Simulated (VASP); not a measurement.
## TiC: relaxation of cell and atoms with PW91

The system is TiC.

```
CELL_PARAMETERS angstrom
3.04209 0.00000 0.00000
-1.52104 2.63452 0.00000
0.00000 0.00000 2.69797
ATOMIC_POSITIONS crystal
Ti 0.00000 0.00000 0.50000
C 0.33333 0.66667 0.00000
```

The cell was built by a generator and needn't be a form met in nature.

```json
{
  "Program": "VASP 6.6.1",
  "Task": "relaxation of cell and atoms",
  "Functional": "PW91",
  "Potentials or basis": "VASP PAW PBE potentials, release 64 (Ti_sv, C)",
  "Cutoff": "600 eV",
  "k mesh": "10 × 10 × 10",
  "Occupations": "fermi-dirac, width 0.05 eV",
  "Spin": "no spin polarisation",
  "Further INCAR settings": "ALGO = Normal; EDIFF = 1e-06; IBRION = 2; EDIFFG = -0.01; NSW = 60; ISIF = 3"
}
```

```yaml
Relaxed_volume: 10.83 Å³/atom
Relaxed_cell: a = 3.045 Å, b = 3.045 Å, c = 2.697 Å, α = 90.00°, β = 90.00°, γ = 120.00°
Space_group_after_relaxing_to_0.05_Å: P-6m2 (No. 187)
Energy_gained_by_relaxing: 0.0 meV/atom
Ionic_steps: 2
Pressure_after_relaxing: 0.0 GPa
Band_gap_on_the_k_mesh: none (metal or under the smearing width)
```

Stress tensor (GPa, compression positive):
```
 0.06  0.00  0.00
 0.00  0.06  0.00
 0.00  0.00 -0.15
```

Final structure:
```cif
data_structure
_symmetry_space_group_name_H-M 'P 1'
_symmetry_Int_Tables_number 1
_cell_length_a 3.0450
_cell_length_b 3.0450
_cell_length_c 2.6972
_cell_angle_alpha 90.000
_cell_angle_beta 90.000
_cell_angle_gamma 120.000
_cell_volume 21.66
loop_
_atom_site_label
_atom_site_type_symbol
_atom_site_fract_x
_atom_site_fract_y
_atom_site_fract_z
_atom_site_occupancy
Ti1 Ti 0.00000 0.00000 0.50000 1
C1 C 0.33333 0.66667 0.00000 1
```

Levels at points of the mesh, in eV from the Fermi level:
```tsv
k point	band 5	band 6	band 7	band 8	band 9	band 10	band 11	band 12
(0.00, 0.00, 0.00)	-11.94	-1.59	-1.59	-0.94	2.31	3.31	3.31	5.65
(0.50, 0.00, 0.00)	-9.57	-4.82	-0.74	-0.29	0.22	3.01	3.44	3.69
(0.50, 0.50, 0.00)	-9.57	-4.82	-0.74	-0.29	0.22	3.01	3.44	3.69
(0.00, 0.00, 0.50)	-8.83	-5.55	-0.52	-0.52	1.12	1.12	4.71	4.71
(0.50, 0.00, 0.50)	-8.76	-3.98	-2.53	-2.22	1.51	3.24	4.31	5.53
(0.50, 0.50, 0.50)	-8.76	-3.98	-2.53	-2.22	1.51	3.24	4.31	5.53
```

It took 37 s on 1 thread of Intel(R) Xeon(R) Platinum 8559C (Emerald Rapids) (shared host), peak memory 0.19 GiB.

Caveat: the PAW data sets were made with another functional, which shifts forces and pressure a little.
